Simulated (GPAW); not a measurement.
# NiO (Fm-3m) in GPAW: settings compared, part 2 of 2

GPAW 26.7.0. Earlier steps stand in the parts before.

**4. Elastic constants, revPBE, collinear spin, ferromagnetic start, 9.08 Å³/atom**

Contents of run.py:

```python
import json
import numpy as np
import spglib
from ase.constraints import FixSymmetry
from ase.filters import FrechetCellFilter
from ase.io import write
from ase.optimize import BFGS
from ase.spacegroup import crystal
from ase.stress import full_3x3_to_voigt_6_stress, voigt_6_to_full_3x3_strain, voigt_6_to_full_3x3_stress
from ase.units import GPa
from gpaw import GPAW, PW

# Ni 4a
# O 4b
atoms = crystal(['Ni', 'O'],
                basis=[[0.0, 0.0, 0.0],
                       [0.5, 0.0, 0.0]],
                spacegroup=225, setting=1,  # Fm-3m
                cellpar=[4.17180328, 4.17180328, 4.17180328, 90.0, 90.0, 90.0],
                primitive_cell=True)
atoms.set_initial_magnetic_moments([1.0, 0.0])

calc = GPAW(mode=PW(800),
            xc='revPBE',
            kpts={'size': (7, 7, 7), 'gamma': True},
            occupations={'name': 'fermi-dirac', 'width': 0.05},
            setups={'Ni': '10'},
            nbands=-11,
            convergence={'density': 1e-06, 'eigenstates': 1e-09},
            maxiter=150,
            txt='gpaw.txt')
atoms.calc = calc
atoms.set_constraint(FixSymmetry(atoms))
BFGS(FrechetCellFilter(atoms), trajectory='relax.traj', logfile='-').run(fmax=0.005, steps=40)
atoms.set_constraint()
energy = atoms.get_potential_energy()
forces = atoms.get_forces()
stress = atoms.get_stress()
calc.write('gs.gpw')
write('result.traj', atoms)
print('Cell:', atoms.cell.cellpar().round(4))
print(atoms.get_scaled_positions().round(5))

gpts = tuple(int(n) for n in calc.get_number_of_grid_points())
cell = atoms.cell[:].T
dataset = spglib.get_symmetry((atoms.cell[:], atoms.get_scaled_positions(), atoms.numbers), symprec=1e-4)
rotations = [cell @ w @ np.linalg.inv(cell) for w in dataset['rotations']]
strains, clamped, relaxed = [], [], []
for v in [0, 3]:
    for e in (-0.005, 0.005):
        voigt = np.zeros(6)
        voigt[v] = e
        F = voigt_6_to_full_3x3_strain(voigt)
        a = atoms.copy()
        a.set_cell(atoms.cell[:] @ F, scale_atoms=True)
        c = GPAW(mode=PW(800),
                 xc='revPBE',
                 kpts={'size': (7, 7, 7), 'gamma': True},
                 occupations={'name': 'fermi-dirac', 'width': 0.05},
                 setups={'Ni': '10'},
                 nbands=-11,
                 convergence={'density': 1e-06, 'eigenstates': 1e-09},
                 maxiter=150,
                 gpts=gpts,
                 txt=f'strain-{v}{e:+.3f}.txt')
        a.calc = c
        s0 = s1 = a.get_stress() - stress
        BFGS(a, logfile=None).run(fmax=0.003, steps=25)
        s1 = a.get_stress() - stress
        print(v, e, 'clamped', (s0 / GPa).round(3), 'relaxed', (s1 / GPa).round(3), flush=True)
        for R in rotations:  # images under the point group
            eps = R @ (F - np.eye(3)) @ R.T
            strains.append(full_3x3_to_voigt_6_stress(eps) * [1, 1, 1, 2, 2, 2])
            for s, rows in ((s0, clamped), (s1, relaxed)):
                rows.append(full_3x3_to_voigt_6_stress(R @ voigt_6_to_full_3x3_stress(s) @ R.T))

C0, C = (np.linalg.lstsq(np.array(strains), np.array(s), rcond=None)[0].T / GPa for s in (clamped, relaxed))
print('Clamped-ion Cij (GPa):')
print(C0.round(1))
print('Relaxed-ion Cij (GPa):')
print(C.round(1))
json.dump({'clamped': C0.tolist(), 'relaxed': C.tolist()}, open('elastic.json', 'w'))
```

Potentials or basis: the program's PAW data sets (release 1.2.1) made for this functional, other valence, pw.

The run is started by

```bash
> OMP_NUM_THREADS=1 python run.py
```

gpaw.txt:

```text
__  _  _
 | _ |_)|_||  |
 |__||  | ||/\| - 26.7.0

Input parameters:
  mode=PW(ecut=800.0),
  convergence={'density': 1e-06, 'eigenstates': 1e-09},
  kpts=MonkhorstPack(size=(7, 7, 7), gamma=True),
  maxiter=150,
  nbands=-11,
  occupations=Occupations(name='fermi-dirac', width=0.05),
  setups={'Ni': '10'},
  xc=XC(name='revPBE')

Diagonalizing LCAO Hamiltonian
Converting LCAO to pw mode

              O

       Ni

Atoms  # Å, Bohr magnetons
|   | symbol |        x |        y |        z |    initial magnetic moments |
|---|--------|----------|----------|----------|-----------------------------|
| 0 |     Ni | 0.000000 | 0.000000 | 0.000000 | ( 0.0000,  0.0000,  1.0000) |
| 1 |      O | 2.085902 | 2.085902 | 2.085902 | ( 0.0000,  0.0000,  0.0000) |
[... 192 lines left out ...]
SCF iterations
|iter     | |      energy | eigst |  dens |  magmom |
|---------|-|-------------|-------|-------|---------|
|iter:   1| |  -12.879659 | -0.09 |       |  +1.0007|
[... 94 lines left out ...]
|---|--------|----------|----------|----------|-----------------------------|
| 0 |     Ni | 0.000000 | 0.000000 | 0.000000 | ( 0.0000,  0.0000, -0.0000) |
| 1 |      O | 2.088478 | 2.088478 | 2.088478 | ( 0.0000,  0.0000, -0.0000) |
[... 257 lines left out ...]
Stress tensor  # eV/Ang^3
|         x |         y |         z |
|-----------|-----------|-----------|
| -0.014254 | -0.000000 |  0.000000 |
| -0.000000 | -0.014254 |  0.000000 |
|  0.000000 |  0.000000 | -0.014254 |

Forces  # eV/Ang
|        x |       y |       z |
|----------|---------|---------|
| -0.00000 | 0.00000 | 0.00000 |  # Ni   0
|  0.00000 | 0.00000 | 0.00000 |  # O    1

Interpolating wave functions to new cell

              O

       Ni

Atoms  # Å, Bohr magnetons
|   | symbol |        x |        y |        z |    initial magnetic moments |
|---|--------|----------|----------|----------|-----------------------------|
| 0 |     Ni | 0.000000 | 0.000000 | 0.000000 | ( 0.0000,  0.0000, -0.0000) |
| 1 |      O | 2.096284 | 2.096284 | 2.096284 | ( 0.0000,  0.0000, -0.0000) |
[... 262 lines left out ...]
Stress tensor  # eV/Ang^3
|         x |         y |         z |
|-----------|-----------|-----------|
| -0.000401 | -0.000000 |  0.000000 |
| -0.000000 | -0.000401 | -0.000000 |
|  0.000000 | -0.000000 | -0.000401 |

Forces  # eV/Ang
|        x |        y |       z |
|----------|----------|---------|
| -0.00000 | -0.00000 | 0.00000 |  # Ni   0
|  0.00000 |  0.00000 | 0.00000 |  # O    1

# Writing to gs.gpw (mode='')
```

strain-0+0.005.txt:

```text
__  _  _
 | _ |_)|_||  |
 |__||  | ||/\| - 26.7.0

Input parameters:
  mode=PW(ecut=800.0),
  convergence={'density': 1e-06, 'eigenstates': 1e-09},
  gpts=array([20, 20, 20]),
  kpts=MonkhorstPack(size=(7, 7, 7), gamma=True),
  maxiter=150,
  nbands=-11,
  occupations=Occupations(name='fermi-dirac', width=0.05),
  setups={'Ni': '10'},
  xc=XC(name='revPBE')

[... 257 lines left out ...]

No gap
No difference between direct/indirect transitions

Stress tensor  # eV/Ang^3
|         x |         y |         z |
|-----------|-----------|-----------|
|  0.007759 | -0.000000 | -0.000000 |
| -0.000000 |  0.004445 | -0.000000 |
| -0.000000 | -0.000000 |  0.004445 |

Forces  # eV/Ang
|       x |        y |       z |
|---------|----------|---------|
| 0.00000 |  0.00000 | 0.00000 |  # Ni   0
| 0.00000 | -0.00000 | 0.00000 |  # O    1
```

It took 9.6 min on 1 thread of AMD EPYC 7B13 (Zen 3), shared host; peak memory 0.34 GiB.

What came out:

```
Free energy                                  : -12.5484 eV
Relaxed volume                               : 9.21 Å³/atom
Relaxed cell                                 : a = 2.965 Å, b = 2.965 Å, c = 2.965 Å, α = 60.00°, β = 60.00°, γ = 60.00°
Space group after relaxing (to 0.05 Å)       : Fm-3m (No. 225)
Pressure after relaxing                      : 0.1 GPa
Band gap on the k mesh                       : none (metal or under the smearing width)
Net moment                                   : 0.00 μB per cell
Elastic constants C11, C12, C44              : 271, 157, 38 GPa
Voigt bulk modulus                           : 195 GPa
Bulk modulus (Hill)                          : 195 GPa
Shear modulus (Hill)                         : 45 GPa
Young's modulus                              : 125 GPa
Poisson's ratio (from the elastic constants) : 0.39
```

Caveat: the k mesh is coarse (spacing up to 0.37 Å⁻¹), so the values aren't converged; the density grid can change from cell to cell, which puts small steps into energies and stress; the run has no moments, though such compounds are often magnetic; a magnetic state may lie lower; elastic constants of metals need much finer meshes, so these are rough; semilocal functionals often make such compounds metallic where correlation or magnetic order opens a gap, which also shifts bond lengths.

**5. Against experiment**

Step 2. Measured gap of NiO: 4.3 eV (quoted in “Local correlations, non-local screening, multiplets, and band formation in NiO”, 2012, arxiv:1210.6675). This calculation gives 0.00 eV (-4.30 eV). So large a miss can be the level of theory's own, or it may mean another phase, state or a wrong row. The value is that of PW91, without temperature or zero-point motion. Semilocal functionals fall short of measured gaps as a rule. The run's magnetic order (collinear spin, ferromagnetic start) needn't be the measured crystal's.

Step 3. The gap isn't set beside the deposited one, since this odd mesh misses points on the zone boundary.
